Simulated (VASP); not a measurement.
# MnS in VASP: reference runs

Aim: a first look at MnS with PBE, on the cell as given.

Everything below comes from runs of VASP 6.6.1. Logs are shortened: lines on timing, memory, paths and dates and some standing lists are left out, and cuts for length are marked.

## Step 1: The cell of the first run

The cell holds a slab with vacuum, 8 atoms: a = 3.960 Å, b = 3.960 Å, c = 25.508 Å, α = 90.00°, β = 90.00°, γ = 120.00°.

## Step 2: Single point, PBE, collinear spin, ferromagnetic start (the (1 1 1) slab of MnS, cut from the database cell, not relaxed)

The input, INCAR:

```
ALGO = Normal ; DIPOL = 0.5 0.5 0.500
EDIFF = 1E-7 ; ENCUT = 520
GGA = PE ; IDIPOL = 3
ISIF = 2 ; ISMEAR = -1
ISPIN = 2 ; LASPH = T
LCHARG = F ; LDIPOL = T
LMAXMIX = 4 ; LORBIT = 11
LREAL = F ; LWAVE = F
MAGMOM = 0 0 0 0 4 4 4 4 ; NBANDS = 52
NELM = 100 ; PREC = Accurate
SIGMA = 0.05
```

The input, KPOINTS:

```
k-points
0
Gamma
  8 8 1
```

The input, POSCAR:

```
MnS
1.0
    3.9597979746      0.0000000000      0.0000000000
   -1.9798989873      3.4292856399      0.0000000000
    0.0000000000      0.0000000000     25.5077748993
S Mn
4 4
Direct
    0.0000000000      0.0000000000      0.2940279985
    0.3333333333      0.6666666667      0.4207799994
    0.6666666667      0.3333333333      0.5475320003
    0.0000000000      0.0000000000      0.6742840013
    0.3333333333      0.6666666667      0.3257159987
    0.6666666667      0.3333333333      0.4524679997
    0.0000000000      0.0000000000      0.5792200006
    0.3333333333      0.6666666667      0.7059720015
```

Potentials or basis: VASP PAW PBE potentials, release 64 (S, Mn_pv).

On the command line:

```sh
> cat potpaw_PBE.64/S/POTCAR potpaw_PBE.64/Mn_pv/POTCAR > POTCAR
> mpirun -np 1 vasp_std > vasp.out
```

OUTCAR:

```text
EDIFF = 1E-7
   ENCUT = 520
   GGA = PE
   ISIF = 2
   ISMEAR = -1
   ISPIN = 2
   LASPH = T
   LORBIT = 11
   LREAL = F
   NELM = 100
   PREC = Accurate

 ion  position               nearest neighbor table
   1  0.000  0.000  0.294-   5 2.42   5 2.42   5 2.42
   2  0.333  0.667  0.421-   5 2.42   6 2.42   6 2.42   6 2.42
   3  0.667  0.333  0.548-   6 2.42   7 2.42   7 2.42   7 2.42
   4  0.000  0.000  0.674-   8 2.42   8 2.42   8 2.42   7 2.42
   5  0.333  0.667  0.326-   1 2.42   1 2.42   1 2.42   2 2.42
   6  0.667  0.333  0.452-   3 2.42   2 2.42   2 2.42   2 2.42
   7  0.000  0.000  0.579-   4 2.42   3 2.42   3 2.42   3 2.42
   8  0.333  0.667  0.706-   4 2.42   4 2.42   4 2.42

  LATTYP: Found a hexagonal cell.
 ALAT       =     3.9597979746
 C/A-ratio  =     6.4416859302

  Lattice vectors:

 A1 = (   3.9597979746,   0.0000000000,   0.0000000000)
 A2 = (  -1.9798989873,   3.4292856399,   0.0000000000)
 A3 = (   0.0000000000,   0.0000000000,  25.5077748993)

Analysis of symmetry for initial positions (statically):
=====================================================================
 Subroutine PRICEL returns:
 Original cell was already a primitive cell.

 Routine SETGRP: Setting up the symmetry group for a
 hexagonal supercell.

 Subroutine GETGRP returns: Found  6 space group operations
 (whereof  6 operations were pure point group operations)
 out of a pool of 24 trial point group operations.

The static configuration has the point symmetry C_3v.

Analysis of symmetry for dynamics (positions and initial velocities):
=====================================================================
 Subroutine PRICEL returns:
 Original cell was already a primitive cell.

 Routine SETGRP: Setting up the symmetry group for a
 hexagonal supercell.

 Subroutine GETGRP returns: Found  6 space group operations
 (whereof  6 operations were pure point group operations)
 out of a pool of 24 trial point group operations.

The dynamic configuration has the point symmetry C_3v.

Analysis of structural, dynamic, and magnetic symmetry:
=====================================================================
 Subroutine PRICEL returns:
 Original cell was already a primitive cell.

 Routine SETGRP: Setting up the symmetry group for a
[... 149 lines left out ...]
  ext. energy  EPLUGINS =         0.00000000
  ---------------------------------------------------
  free energy    TOTEN  =       -55.03545280 eV

  energy without entropy =      -54.99236403  energy(sigma->0) =      -55.01390841

 E-fermi :   0.0911     XC(G=0):  -5.2690

 val. band max:        0.0418347692   @ k =   0.1250   0.0000   0.0000
 cond. band min:       0.1035853581   @ k =   0.1250   0.0000   0.0000
 fundamental gap:      0.0617505889
 Fermi energy:         0.0911106492

 spin component 1

 k-point     1 :       0.0000    0.0000    0.0000
  band No.  band energies     occupation
      1     -50.7857      1.00000
      2     -50.6370      1.00000
      3     -50.6277      1.00000
      4     -50.6277      1.00000
      5     -50.6250      1.00000
      6     -50.6250      1.00000
[... 519 lines left out ...]
     49       1.7309      0.00000
     50       3.8001      0.00000
 Fermi energy:         0.0911106492

 spin component 2

 k-point     1 :       0.0000    0.0000    0.0000
  band No.  band energies     occupation
      1     -46.4141      1.00000
      2     -46.2322      1.00000
      3     -46.2322      1.00000
      4     -46.0991      1.00000
      5     -46.0626      1.00000
      6     -46.0529      1.00000
[... 519 lines left out ...]
     49       3.3648      0.00000
     50       4.9244      0.00000
 [bands above 50 left out]

------------------------ aborting loop because EDIFF is reached ----------------------------------------

 vacuum level on the upper side and lower side of the slab       (xc-potential included)        -1.807         1.552

  FORCE on cell =-STRESS in cart. coord.  units (eV):
  Direction    XX          YY          ZZ          XY          YZ          ZX
  --------------------------------------------------------------------------------------
  -------------------------------------------------------------------------------------
  Total       -2.7214772     -2.7214772     -0.6427049     -0.0000000      0.0000000      0.0000000
  in kB      -12.5882691    -12.5882691     -2.9728494     -0.0000000      0.0000000      0.0000000
  external PRESSURE =      -9.3831292 kB  Pullay stress =       0.0000000 kB

 VOLUME and BASIS-vectors are now :
 -----------------------------------------------------------------------------
  energy-cutoff  :      520.00
  volume of cell :      346.38
      direct lattice vectors                 reciprocal lattice vectors
     3.959797975  0.000000000  0.000000000     0.252538136  0.145802961  0.000000000
    -1.979898987  3.429285640  0.000000000     0.000000000  0.291605922  0.000000000
     0.000000000  0.000000000 25.507774899     0.000000000  0.000000000  0.039203733

 POSITION                                       TOTAL-FORCE (eV/Angst)
 -----------------------------------------------------------------------------------
      0.00000      0.00000      7.50000        -0.000000     -0.000000      0.569186
     -0.00000      2.28619     10.73316        -0.000000     -0.000000      0.190387
      1.97990      1.14310     13.96632        -0.000000     -0.000000      0.177545
      0.00000      0.00000     17.19948         0.000000      0.000000      0.959788
     -0.00000      2.28619      8.30829         0.000000     -0.000000     -0.748261
      1.97990      1.14310     11.54145         0.000000     -0.000000     -0.087082
      0.00000      0.00000     14.77461        -0.000000      0.000000     -0.131069
     -0.00000      2.28619     18.00777         0.000000      0.000000     -0.930492
 -----------------------------------------------------------------------------------
    total drift:                                0.000000     -0.000003     -0.000727

  FREE ENERGIE OF THE ION-ELECTRON SYSTEM (eV)
  ---------------------------------------------------
  free  energy   TOTEN  =       -55.0354528009 eV

  energy  without entropy=      -54.9923640265  energy(sigma->0) =      -55.01390841

 vacuum level on the upper side and lower side of the slab         2.557         5.965

 total charge

# of ion       s       p       d       tot
------------------------------------------
    1        1.333   2.362   0.000   3.695
    2        1.318   2.441   0.000   3.758
    3        1.316   2.439   0.000   3.755
    4        1.319   2.415   0.000   3.734
    5        0.268   6.208   4.870  11.346
    6        0.262   6.212   4.894  11.368
    7        0.256   6.205   4.924  11.385
    8        0.251   6.159   4.971  11.381
--------------------------------------------------
tot          6.324  34.440  19.658  60.422

 magnetization (x)

# of ion       s       p       d       tot
------------------------------------------
    1        0.006   0.002   0.000   0.008
    2        0.012   0.058   0.000   0.070
    3        0.011   0.060   0.000   0.071
    4        0.012   0.038   0.000   0.050
    5        0.047   0.056   4.024   4.126
    6        0.048   0.065   4.195   4.308
    7        0.048   0.058   4.127   4.233
    8        0.063   0.052   4.068   4.183
--------------------------------------------------
tot          0.248   0.388  16.413  17.049
```

It took 13 min on 1 thread of Intel Xeon 6975P-C (Granite Rapids), shared host; peak memory 0.72 GiB.

Results:

```yaml
Free_energy: -55.0355 eV
Largest_force: 0.960 eV/Å
Band_gap_on_the_k_mesh: none (metal or under the smearing width)
Net_moment: 18.92 μB per cell
Site_moments: S +0.01, +0.07, +0.05; Mn +4.13, +4.31, +4.23, +4.18 μB
Valence_electrons_inside_the_program's_atomic_spheres: S 3.69, 3.76, 3.75, 3.73; Mn 11.35, 11.37, 11.38
```

Forces in eV/Å, atoms in the order of the input:
```
S    0.000  0.000  0.569
S    0.000  0.000  0.190
S    0.000  0.000  0.178
S    0.000  0.000  0.960
Mn   0.000  0.000 -0.748
Mn   0.000  0.000 -0.087
Mn   0.000  0.000 -0.131
Mn   0.000  0.000 -0.930
```

Caveat: semilocal functionals often make such compounds metallic where correlation or magnetic order opens a gap, which also shifts bond lengths; only a ferromagnetic start was run, and an antiferromagnetic order may lie lower in energy.
